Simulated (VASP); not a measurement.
SnO2 (fluorite): a PBE0 single-point calculation in VASP

INCAR, step 1 (PBE orbitals to start from)

```
EDIFF = 1E-5
LWAVE = .TRUE.
NELM = 120
NBANDS = 20
LREAL = .FALSE.
ISMEAR = 0
PREC = Accurate
LCHARG = .FALSE.
LASPH = .TRUE.
ENCUT = 520
GGA = PE
SIGMA = 0.01
```

INCAR, step 2

```
EDIFF = 1E-7
NSW = 0
LASPH = .TRUE.
IBRION = -1
PREC = Accurate
GGA = PE
LHFCALC = .TRUE.
NELM = 120
PRECFOCK = Fast
HFRCUT = -1
ENCUT = 520
AEXX = 0.25
ISTART = 1
NBANDS = 20
ISIF = 2
SIGMA = 0.01
LREAL = .FALSE.
ISMEAR = 0
LWAVE = .FALSE.
ALGO = Normal
LCHARG = .FALSE.
```

KPOINTS

```
KPOINTS created by Atomic Simulation Environment
0
Gamma
6 6 6
0 0 0
```

KPOINTS_OPT

```
special points
6
Reciprocal
0.0000000000 0.0000000000 0.0000000000 1
0.5000000000 0.0000000000 0.5000000000 1
0.5000000000 0.2500000000 0.7500000000 1
0.3750000000 0.3750000000 0.7500000000 1
0.5000000000 0.5000000000 0.5000000000 1
0.6250000000 0.2500000000 0.6250000000 1
```

POSCAR

```
Sn O
 1.0000000000000000
     0.0000000000000000    2.5334669720086236    2.5334669720086236
     2.5334669720086236    0.0000000000000000    2.5334669720086236
     2.5334669720086236    2.5334669720086236    0.0000000000000000
 Sn  O
   1   2
Cartesian
 -0.0000000000000000  0.0000000000000000  0.0000000000000000
  1.2667334860043118  1.2667334860043118  1.2667334860043118
  3.8002004580129354  3.8002004580129354  3.8002004580129354
```

VASP ran with the recommended PBE PAW datasets (26 valence electrons in the cell).

Command

```
mpirun -np 1 vasp_std
```

OSZICAR

```
N       E                     dE             d eps       ncg     rms          rms(c)
DAV:   1    -0.243672216376E+02   -0.24367E+02   -0.66571E-01   672   0.741E+00    0.918E-01
DAV:   2    -0.243805463017E+02   -0.13325E-01   -0.40616E-02   716   0.234E+00    0.801E-01
DAV:   3    -0.243776640081E+02    0.28823E-02   -0.50084E-03   980   0.113E+00    0.542E-01
DAV:   4    -0.243771018268E+02    0.56218E-03   -0.11327E-03   840   0.344E-01    0.315E-01
DAV:   5    -0.243768439495E+02    0.25788E-03   -0.15544E-04   696   0.121E-01    0.180E-01
DAV:   6    -0.243767628343E+02    0.81115E-04   -0.60679E-05   692   0.744E-02    0.103E-01
DAV:   7    -0.243767387623E+02    0.24072E-04   -0.11943E-05   740   0.431E-02    0.612E-02
DAV:   8    -0.243767313220E+02    0.74403E-05   -0.40602E-06   824   0.268E-02    0.365E-02
DAV:   9    -0.243767293449E+02    0.19771E-05   -0.12227E-06   760   0.144E-02    0.217E-02
DAV:  10    -0.243767289040E+02    0.44090E-06   -0.46371E-07   796   0.784E-03    0.128E-02
DAV:  11    -0.243767288639E+02    0.40041E-07   -0.11392E-07   552   0.430E-03
   1 F= -.24376729E+02 E0= -.24376729E+02  d E =-.753607E-19
       N       E                     dE             ncg
DAV:   1     0.820055117971E+03   -0.45804E+04      260
DAV:   2    -0.700549341498E+03   -0.15206E+04      264
DAV:   3    -0.860536187133E+03   -0.15999E+03      276
DAV:   4    -0.865673177959E+03   -0.51370E+01      264
DAV:   5    -0.865774904638E+03   -0.10173E+00      312
DAV:   6    -0.865777313115E+03   -0.24085E-02      288
DAV:   7    -0.865777435787E+03   -0.12267E-03      348
DAV:   8    -0.865777436935E+03   -0.11472E-05      280
DAV:   9    -0.865777436950E+03   -0.15404E-07      184
```

From OUTCAR

```
k-points           NKPTS =     16   k-points in BZ     NKDIM =    216   number of bands    NBANDS=     20

   NELECT =      26.0000    total number of electrons

   dimension x,y,z NGX =    28 NGY =   28 NGZ =   28
   dimension x,y,z NGXF=    56 NGYF=   56 NGZF=   56

  energy-cutoff  :      520.00
  volume of cell :       32.52
      direct lattice vectors                 reciprocal lattice vectors
     0.000000000  2.533466972  2.533466972    -0.197358010  0.197358010  0.197358010
     2.533466972  0.000000000  2.533466972     0.197358010 -0.197358010  0.197358010
     2.533466972  2.533466972  0.000000000     0.197358010  0.197358010 -0.197358010

 k-points in reciprocal lattice and weights: KPOINTS created by Atomic Simulation Env
   0.00000000  0.00000000  0.00000000       0.005
   0.16666667  0.00000000  0.00000000       0.037
   0.33333333  0.00000000  0.00000000       0.037
   0.50000000  0.00000000  0.00000000       0.019
   0.16666667  0.16666667  0.00000000       0.028
   0.33333333  0.16666667  0.00000000       0.111
   0.50000000  0.16666667  0.00000000       0.111
  -0.33333333  0.16666667  0.00000000       0.111
   ...

 E-fermi :   6.6086

 k-point     1 :       0.0000    0.0000    0.0000
  band No.  band energies     occupation
      1     -15.5942      2.00000
      2     -15.5942      2.00000
      3     -15.5942      2.00000
      4     -15.3898      2.00000
      5     -15.3898      2.00000
      6     -14.9173      2.00000
      7     -10.7995      2.00000
      8       3.3718      2.00000
      9       3.3718      2.00000
     10       3.3718      2.00000
     11       5.1033      2.00000
     12       5.1033      2.00000
     13       5.1033      2.00000
     14       8.9303      0.00000
     15      16.1186      0.00000
     16      16.1186      0.00000
     17      16.1186      0.00000
     18      22.5437      0.00000
     19      24.4285      0.00000
     20      24.4285      0.00000

 k-point     2 :       0.1667    0.0000    0.0000
  band No.  band energies     occupation
      1     -15.7360      2.00000
      2     -15.5721      2.00000
      3     -15.5721      2.00000
      4     -15.3905      2.00000
      5     -15.3905      2.00000
      6     -14.5929      2.00000
      7     -10.7848      2.00000
      8       2.4345      2.00000
      9       3.2322      2.00000
     10       3.2322      2.00000
     11       3.9581      2.00000
     12       4.8770      2.00000
     13       4.8770      2.00000
     14      10.8504      0.00000
     15      15.9374      0.00000
     16      16.8532      0.00000
     17      16.8532      0.00000
     18      24.3759      0.00000
     19      24.5722      0.00000
     20      24.5722      0.00000

 k-point     3 :       0.3333    0.0000    0.0000
  band No.  band energies     occupation
      1     -16.0338      2.00000
      2     -15.5411      2.00000
      3     -15.5411      2.00000
      4     -15.3778      2.00000
      5     -15.3778      2.00000
      6     -13.6367      2.00000
      7     -11.1107      2.00000
      8       0.9413      2.00000
      9       2.8480      2.00000
     10       2.9856      2.00000
     11       2.9857      2.00000
     12       4.4462      2.00000
     13       4.4462      2.00000
     14      13.1289      0.00000
     15      16.4719      0.00000
     16      18.6030      0.00000
     17      18.6030      0.00000
     18      24.7570      0.00000
     19      24.7570      0.00000
     20      25.6699      0.00000

 k-point     4 :       0.5000    0.0000    0.0000
  band No.  band energies     occupation
      1     -16.1739      2.00000
      2     -15.5338      2.00000
      3     -15.5338      2.00000
      4     -15.3629      2.00000
      5     -15.3629      2.00000
      6     -12.6727      2.00000
      7     -11.8083      2.00000
      8       0.4211      2.00000
      9       2.3759      2.00000
     10       2.8776      2.00000
     11       2.8777      2.00000
     12       4.2343      2.00000
     13       4.2343      2.00000
     14      13.9697      0.00000
     15      17.0925      0.00000
     16      19.7785      0.00000
     17      19.7785      0.00000
     18      24.6174      0.00000
     19      24.6174      0.00000
     20      25.0421      0.00000

 k-point     5 :       0.1667    0.1667    0.0000
  band No.  band energies     occupation
      1     -15.7756      2.00000
      2     -15.5506      2.00000
      3     -15.5506      2.00000
      4     -15.4084      2.00000
      5     -15.3788      2.00000
      6     -14.5361      2.00000
      7     -10.7300      2.00000
      8       2.3884      2.00000
      9       2.4549      2.00000
     10       2.4549      2.00000
     11       4.0431      2.00000
     12       5.5006      2.00000
     13       5.5006      2.00000
     14      10.9407      0.00000
     15      15.0288      0.00000
     16      17.5461      0.00000
     17      17.5461      0.00000
     18      23.5161      0.00000
     19      24.7835      0.00000
     20      25.6795      0.00000

 k-point     6 :       0.3333    0.1667    0.0000
  band No.  band energies     occupation
      1     -15.9575      2.00000
      2     -15.5908      2.00000
      3     -15.5129      2.00000
      4     -15.4193      2.00000
      5     -15.3666      2.00000
      6     -13.8153      2.00000
      7     -10.8440      2.00000
      8       0.4338      2.00000
      9       1.9345      2.00000
     10       1.9377      2.00000
     11       4.5758      2.00000
     12       5.0527      2.00000
     13       5.4936      2.00000
     14      12.5504      0.00000
     15      15.3897      0.00000
     16      18.8176      0.00000
     17      19.1270      0.00000
     18      22.7702      0.00000
     19      25.2183      0.00000
     20      27.9139      0.00000

 k-point     7 :       0.5000    0.1667    0.0000
  band No.  band energies     occupation
      1     -16.0933      2.00000
      2     -15.6531      2.00000
      3     -15.5010      2.00000
      4     -15.4088      2.00000
      5     -15.3618      2.00000
      6     -12.6575      2.00000
      7     -11.5612      2.00000
      8      -0.5853      2.00000
      9       1.6452      2.00000
     10       1.9796      2.00000
     11       3.9146      2.00000
     12       5.0818      2.00000
     13       5.1872      2.00000
     14      13.6973      0.00000
     15      17.0618      0.00000
     16      19.4967      0.00000
     17      20.2982      0.00000
     18      21.7983      0.00000
     19      25.1077      0.00000
     20      28.0584      0.00000

 k-point     8 :      -0.3333    0.1667    0.0000
  band No.  band energies     occupation
      1     -16.0289      2.00000
      2     -15.6857      2.00000
      3     -15.5087      2.00000
      4     -15.3924      2.00000
      5     -15.3882      2.00000
      6     -12.9414      2.00000
      7     -11.3835      2.00000
      8      -0.3773      2.00000
      9       2.0178      2.00000
     10       2.6648      2.00000
     11       3.0815      2.00000
     12       4.5366      2.00000
     13       5.6749      2.00000
     14      13.5709      0.00000
     15      17.0274      0.00000
     16      19.3106      0.00000
     17      19.5100      0.00000
     18      22.2005      0.00000
     19      24.7348      0.00000
     20      28.1943      0.00000

 k-point     9 :      -0.1667    0.1667    0.0000
  band No.  band energies     occupation
      1     -15.8383      2.00000
      2     -15.6491      2.00000
      3     -15.5443      2.00000
      4     -15.4023      2.00000
      5     -15.3848      2.00000
      6     -14.0368      2.00000
      7     -10.8572      2.00000
      8       1.0057      2.00000
      9       2.7801      2.00000
     10       2.9232      2.00000
     11       3.7729      2.00000
     12       3.9534      2.00000
     13       5.7298      2.00000
     14      12.2460      0.00000
     15      15.9165      0.00000
     16      17.5654      0.00000
     17      18.4775      0.00000
     18      23.7589      0.00000
     19      24.6040      0.00000
     20      26.9137      0.00000

 k-point    10 :       0.3333    0.3333    0.0000
  band No.  band energies     occupation
      1     -16.1097      2.00000
      2     -15.4602      2.00000
      3     -15.4602      2.00000
      4     -15.4493      2.00000
      5     -15.3567      2.00000
      6     -13.6294      2.00000
      7     -10.6116      2.00000
      8      -0.9165      2.00000
      9       1.1286      2.00000
     10       1.1286      2.00000
     11       5.5506      2.00000
     12       6.0823      2.00000
     13       6.0823      2.00000
     14      12.2814      0.00000
     15      14.8692      0.00000
     16      20.3899      0.00000
     17      20.3899      0.00000
     18      21.2038      0.00000
     19      25.7502      0.00000
     20      28.7394      0.00000

 ...

  Total       -0.3879051     -0.3879051     -0.3879051      0.0000000      0.0000000     -0.0000000
  in kB      -19.1099844    -19.1099844    -19.1099844      0.0000000      0.0000000     -0.0000000
  external PRESSURE =     -19.1099844 kB  Pullay stress =       0.0000000 kB

 POSITION                                       TOTAL-FORCE (eV/Angst)
 -----------------------------------------------------------------------------------
      0.00000      0.00000      0.00000        -0.000000      0.000000     -0.000000
      1.26673      1.26673      1.26673         0.000000      0.000000      0.000000
      3.80020      3.80020      3.80020        -0.000000     -0.000000     -0.000000
 -----------------------------------------------------------------------------------
    total drift:                               -0.000000     -0.000000     -0.000000

  FREE ENERGIE OF THE ION-ELECTRON SYSTEM (eV)
  ---------------------------------------------------
  free  energy   TOTEN  =       -24.3767288639 eV

  energy  without entropy=      -24.3767288639  energy(sigma->0) =      -24.37672886
```

- gap between bands v and c: 2.36 eV
- least direct gap: 3.83 eV
- pressure: -1.9 GPa

Band v is the last that the valence electrons fill when counted band by band, and c is the next.

The run (its last step) took about 21 min on one core of a shared host (Intel Xeon 6975P-C) and held 0.21 GiB at most.
